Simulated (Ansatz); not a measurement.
# As (P-1) in Ansatz: a series of runs

One crystal, As, is run at these levels: PBEsol0; tasks: single point, relaxation of cell and atoms.

Program: Ansatz 0.2.0. These are calculated values, not measurements. Logs are shortened: lines on timing, memory, paths and dates and some standing lists are left out, and cuts for length are marked.

## Step 1: The cell of the first run

The typed cell holds 1 atom: a = 2.999 Å, b = 2.598 Å, c = 2.582 Å, α = 78.73°, β = 76.84°, γ = 93.49°.

## Step 2: Single point, PBEsol0 (cell sheared at random, sigma 0.1, atoms nudged by 0.01 Å)

Contents of input:

```
crystal:
  lattice:
    - [2.9794804, -0.10061659, 0.32377096]
    - [-0.10061659, 2.58301288, 0.26188432]
    - [0.32377096, 0.26188432, 2.54855196]
  atoms:
    - { symbol: As, position: [0.5, 0.5, 0.5] }
hamiltonian:
  xc: { exchange: pbesol, correlation: pbesol, exx: { coeff: 0.25 } }
  pseudopotentials: { kind: paw }
kpoints:
  mp_grid: { grid: [5, 5, 6] }
scf:
  occupations: { method: fermi_dirac, width: 0.05 }
output:
  forces: true
  stress: true
  eigenvalues: true
```

Potentials or basis: Ansatz PAW.

The log of the run:

```text
Warning: output.stress: scf.convergence.dr2_threshold = 1e-7 eV (the SCF's general default) is looser than the 1e-10 eV advised for a printed stress (1e-10 eV for each atom of the cell: 1). What an SCF threshold leaves in a stress goes as its square root, and in the free energy as the threshold itself, and one threshold admits the most on a small cell: of the crystals measured, under no hybrid functional and no lock of the moments, on runs that ended without the residual-converged pass, on stresses that held no estimate of that error, the worst erred by over 100 MPa in a component at 1e-7 eV an atom and by under 5 at 1e-10. Set scf.convergence.dr2_threshold to 1e-10 eV or tighter. The threshold is an SCF's pass mark: one that does not reach it within its budget of iterations ends unconverged, or closes short of it on a stop that the run arms, and scf.convergence.dr2_threshold's page says what that costs each kind of run
Warning: output.stress: scf.exx.energy_threshold = 1e-6 eV is looser than the 1e-8 eV advised for a stress under a hybrid functional (1e-8 eV for each atom of the cell: 1). Every SCF of the exchange loop can meet its threshold on dr2 while the loop round them stops early: no threshold on dr2 bounds what that leaves in the stress. Set scf.exx.energy_threshold to 1e-8 eV or tighter. The threshold is the loop's pass mark: a loop that does not reach it within its budget of cycles ends unconverged, and scf.exx.energy_threshold's page has the law
GPUs: using 1 of 1 available (devices: 1).
Engine: ansatz 0.2.0, x86_64-unknown-linux-gnu
Pseudopotentials: kind: paw
Pseudopotential: As, paw, valence charge 15, recommended cutoff 420 eV (normal), As.paw.azcp
Functional definition: unnamed
  parameter a_1 = 0.25
  exchange = (1 - a_1)*pbe_x(mu = 0.12345679012345678) + a_1*exact_x
  correlation = pbe_c(beta = 0.046)
device memory: the entry about to start is reckoned to put 0.6 GiB on a device that reports 48.2 GiB free (of which the cap on the GPU budget leaves the run 18.0 GiB)
GPU FFT provider: cuFFT
GPU libraries: cuBLAS 13.8.2, cuFFT 12.4.0, cuSOLVER 12.3.4
Crystal: 1 atoms, lattice volume = 19.096 Å³
Basis set: ecut = 420 eV, 375 PW (Γ), exchange–correlation on 48×36×36 points (8 copies of the dense FFT grid, shifted against one another)
Bands: 12, of which v1, the nominal top of the filled ones, is band 8 counted from 1 (7 counted from 0)
Symmetry: 2 space group operations
Space group: P-1 (ITA 2), of the structure as read, at distance tolerance 2.7e-5 Å
k-points: 76 of 150
Non-local potential: As, projectors of the file, l = 0: 2, l = 1: 2, l = 2: 3, l = 3: 1
PAW form: soft (Blöchl's): semilocal exchange-correlation on the pseudo side does not see the compensation charge
PAW frozen core: As, regenerated for the run's functional, and the local potential with it (the file was generated under x = pbe(κ = 0.804, μ = 0.2195149727645171), c = pbe(β = 0.06672455060314922))
PAW one-centre angular grid: As, 590 points (default); XC on 64 Gauss nodes
Initial density: superposition of atomic densities (neutral atoms: chi_scale 0, normalization atom), corrected by the library's trained network
Initial wavefunctions: pseudopotential atomic-orbital guess
GPU buffer pool allocated for 7776 grid points (all kernels)
GPU transforms: local potential and band sums: pruned to the plane-wave sphere, on 24×18×18
Functional: x = pbesol(κ = 0.804, μ = 0.12345679012345678), c = pbesol(β = 0.046), warm-up for x = 0.75 pbesol(κ = 0.804, μ = 0.12345679012345678) + 0.25 exact, c = pbesol(β = 0.046)
SCF iter   1: F=—  HF=-4812.703301 eV  |F-HF|=—  |Δ(HF+E_count)|=         —  Δρ=2.25e-3  dr2=1.02e-3  ethr=1.77e-3  ⟨swp⟩=7.5  Hψ=3961  notcnv=0
preconditioner: auto → none  [insulator: Δε(μ)=0.112 eV  Ē_g=15.289 eV  σ=0.050 eV  W_gap=0.50  n_scr=6 (ndim 8)  ℏωp=19.0 eV  f_vac=0.000  D(μ)=0.35/eV (n_scr^D=0)]
SCF iter   2: F=—  HF=-4812.702391 eV  |F-HF|=—  |Δ(HF+E_count)|=   9.11e-4  Δρ=9.26e-4  dr2=1.25e-4  ethr=6.79e-6  ⟨swp⟩=3.8  Hψ=2593  notcnv=0  defer=5
[... 34 lines left out ...]
preconditioner: auto → none  [insulator: Δε(μ)=0.763 eV  Ē_g=17.570 eV  σ=0.050 eV  W_gap=1.00  n_scr=6 (ndim 8)  ℏωp=19.0 eV  f_vac=0.000  D(μ)=0.00/eV (n_scr^D=0)]
SCF iter   2: F=—  HF=-4825.963475 eV  |F-HF|=—  |Δ(HF+E_count)|=   5.97e-7  Δρ=3.35e-5  dr2=3.64e-5  ethr=5.04e-9  ⟨swp⟩=4.0  Hψ=2589  notcnv=0
SCF iter   3: F=—  HF=-4825.964463 eV  |F-HF|=—  |Δ(HF+E_count)|=   9.87e-4  Δρ=6.02e-5  dr2=8.56e-7  ethr=8.82e-10  ⟨swp⟩=4.1  Hψ=2968  notcnv=0
SCF iter   4: F=—  HF=-4825.964462 eV  |F-HF|=—  |Δ(HF+E_count)|=   2.60e-7  Δρ=1.59e-5  dr2=4.49e-7  ethr=8.82e-10  ⟨swp⟩=3.0  Hψ=2060  notcnv=0
SCF iter   5: F=—  HF=-4825.964465 eV  |F-HF|=—  |Δ(HF+E_count)|=   2.32e-6  Δρ=1.76e-5  dr2=8.28e-8  ethr=1.40e-10  ⟨swp⟩=4.2  Hψ=2716  notcnv=0  defer=1
SCF iter   6: F=—  HF=-4825.964465 eV  |F-HF|=—  |Δ(HF+E_count)|=   1.88e-8  Δρ=2.10e-6  dr2=3.97e-8  ethr=1.40e-10  ⟨swp⟩=3.0  Hψ=1672  notcnv=0
Mixer restart at iter 6: flushing history
SCF iter   7: F=-4825.964465 eV  HF=-4825.964465 eV  |F-HF|=1.73e-9  |Δ(HF+E_count)|=   1.35e-7  Δρ=4.66e-6  dr2=9.29e-9  ethr=2.88e-12  ⟨swp⟩=4.2  Hψ=2602  notcnv=0  defer=3
SCF 3 converged in 7 iterations: F = -4825.964465 eV  dr2 = 9.29e-9
  Residual-converged pass: ⟨swp⟩=1.7  Hψ=1018  notcnv=0  max |occ|·‖R‖ = 2.4e-6 eV (tolerance 2.4e-6 eV)  dr2=9.28e-9  dr2_onsite=1.35e-10  max |Δocc| = 1.6e-14
hybrid outer 2: dexx = +1.404e-6 eV, tail = 4.52e-8 eV, Δε = 4.64e-3 eV (about 2.93e-4 eV left of the loop's levels)
hybrid SCF converged: 2 outer / 13 inner (+6 warm-up), last move |dexx| = 1.40e-6 eV, tail = 4.52e-8 eV
Stability not checked: this state was not tested for a lower state beside it, because the functional holds exact exchange (a hybrid, or Hartree-Fock), whose exchange loop this test does not read (fock_operator; see scf.lower_state_search)
Free energy (F): -4825.964465 eV
Frozen-core exchange: fock
Harris-Foulkes:  -4825.964465 eV  (|F-HF|=1.73e-9)
Internal energy: -4825.964440 eV  (E = F + TS)
E sigma→0 (E₀):  -4825.964452 eV
Entropy (-TS):   -0.000025 eV (-0.025 meV/atom)
Fermi energy:    12.254519 eV
--- Per-component energies (eV) ---
  E_band       = -259.618480
  E_kinetic    = 102.157148
  E_local      = -1521.621715  (includes V_loc(G=0)·N_el)
  E_nonlocal   = -668.596515
  E_hartree    = 862.673850
  E_xc         = -61.129231
  E_vxc        = -61.613972  (∫ρ·V_xc dr)
  E_exx        = -67.120746  (= α·E_x^exact, valence–valence)
  E_paw        = -1755.027767  (= ΣΔE_a)
  E_vpaw       = 298.949560  (= ΣTr[D̂ρ^β])
  E_aug_tail   = 0.000009  (compensation charges beyond the density's cutoff)
  E_ewald      = -1717.246383
  E_core_change = -0.053089  (= ΣΔE_core)
  E_smearing   = -0.000025  (= −TS)
  E_closure    = 0.000000  (closes the sum)
  Σ components = -4825.964465   (vs F -4825.964465, Δ=0.00e0)
--- Forces (eV/Å), atoms counted from 1 ---
  atom   1  As     0.00000000     0.00000000     0.00000000
  max |Σ_I F_I| component: 0.00e0 eV/Å
--- Stress (GPa, compression-positive) ---
       -9.089167      -1.665224      -2.047685
       -1.665224       4.757100      -9.690152
       -2.047685      -9.690153       6.679342
  P = ⅓ Tr σ = 0.7824 GPa (7.824 kbar)
--- Band table (eV; the first three rows and the last of 76) ---
  k-point 0: bands = ["-28.3880", "-28.3190", "-28.2344", "-28.2309", "-28.2159", "-5.5318", "14.0876", "19.0117", "19.6053", "20.6520", "23.8651", "26.6530"]
  k-point 1: bands = ["-28.3682", "-28.3049", "-28.2426", "-28.2364", "-28.2191", "-4.8205", "13.9584", "14.9082", "19.3654", "20.7723", "25.6324", "27.6412"]
  k-point 2: bands = ["-28.3541", "-28.2665", "-28.2550", "-28.2447", "-28.2163", "-2.7267", "7.4010", "14.9265", "19.9176", "21.9424", "25.2964", "26.9818"]
  k-point 75: bands = ["-28.3311", "-28.2775", "-28.2536", "-28.2476", "-28.2271", "-2.0634", "5.5071", "15.2273", "17.1089", "24.0237", "26.2111", "30.4106"]
```

It took 13 s on 1 × NVIDIA H100 80GB HBM3 with 2 threads of AMD EPYC 7R13 (Zen 3), shared host; peak memory 1.6 GiB.

Results:

```
Free energy            : -4825.9645 eV
Pressure               : 0.8 GPa
Band gap on the k mesh : none (metal or under the smearing width)
```

Stress tensor (GPa, compression positive):
```
-9.09 -1.67 -2.05
-1.67  4.76 -9.69
-2.05 -9.69  6.68
```

Levels at points of the mesh, in eV from the Fermi level:
```csv
k point,band 3,band 4,band 5,band 6,band 7,band 8,band 9,band 10,band 11,band 12
"(0.00, 0.00, 0.00)",-40.49,-40.49,-40.47,-17.79,1.83,6.76,7.35,8.40,11.61,14.40
"(0.00, 0.00, -0.50)",-40.51,-40.49,-40.46,-12.74,-8.75,3.24,8.22,8.37,13.17,16.73
```

Caveat: the k mesh is coarse (spacing up to 0.50 Å⁻¹), so the values aren't converged, least of all with exact exchange; the PAW data sets come from PBE, with cores solved anew for the run's functional, which leaves a small shift of forces and pressure; the thresholds are loose for stress.

## Step 3: Relaxation of cell and atoms, PBEsol0 (cell sheared at random, sigma 0.1, atoms nudged by 0.01 Å)

Changes to input since step 2:

```diff
@@ -18 +18,5 @@
   eigenvalues: true
+relax:
+  f_tol: 0.01
+  max_steps: 40
+  cell: { stress_tol: 0.05 }
```

Potentials or basis: Ansatz PAW.

Wall time 2.5 min (1 × NVIDIA H100 80GB HBM3 with 2 threads of AMD EPYC 7R13 (Zen 3), shared host); peak memory 1.7 GiB.

It converged, with:

* Free energy: -4826.1302 eV
* Relaxed volume: 19.34 Å³/atom
* Relaxed cell: a = 2.825 Å, b = 2.637 Å, c = 2.624 Å, α = 87.09°, β = 84.89°, γ = 95.64°
* Space group after relaxing (to 0.05 Å): C2/m (No. 12)
* Energy gained by relaxing: 165.7 meV/atom
* Ionic steps: 11
* Pressure after relaxing: 0.0 GPa
* Band gap on the k mesh: none (metal or under the smearing width)

Step by step:
| step | energy change (eV) | largest force (eV/Å) | volume (Å³) |
| --- | --- | --- | --- |
| 1 | 0.0000 | 0.0000 | 19.10 |
| 2 | -0.0893 | 0.0000 | 19.06 |
| 3 | -0.1234 | 0.0000 | 19.14 |
| 4 | -0.1620 | 0.0000 | 19.26 |
| 5 | -0.1627 | 0.0000 | 19.13 |
| 6 | -0.1645 | 0.0000 | 19.30 |
| 7 | -0.1647 | 0.0000 | 19.32 |
| 8 | -0.1648 | 0.0000 | 19.33 |
| 9 | -0.1657 | 0.0000 | 19.33 |
| 10 | -0.1657 | 0.0000 | 19.34 |
| 11 | -0.1657 | 0.0000 | 19.34 |

Final structure:
```xyz
1
Lattice="2.8189 -0.1444 0.1268 -0.1285 2.6327 0.0754 0.1195 0.0642 2.6207" Properties=species:S:1:pos:R:3 pbc="T T T"
As    1.4050    1.2762    1.4115
```

Levels at points of the mesh, in eV from the Fermi level:
| k point | band 3 | band 4 | band 5 | band 6 | band 7 | band 8 | band 9 | band 10 | band 11 | band 12 |
| --- | --- | --- | --- | --- | --- | --- | --- | --- | --- | --- |
| (0.00, 0.00, 0.00) | -40.47 | -40.46 | -40.44 | -17.66 | 3.17 | 5.84 | 6.23 | 8.39 | 10.14 | 12.29 |
| (0.00, 0.00, -0.50) | -40.48 | -40.46 | -40.44 | -13.54 | -8.81 | 5.95 | 8.72 | 11.54 | 14.67 | 14.94 |

Caveat: the k mesh is coarse (spacing up to 0.50 Å⁻¹), so the values aren't converged, least of all with exact exchange; the plane-wave basis is chosen anew once the cell has moved, so the energies of steps on either side of that aren't comparable; the PAW data sets come from PBE, with cores solved anew for the run's functional, which leaves a small shift of forces and pressure.
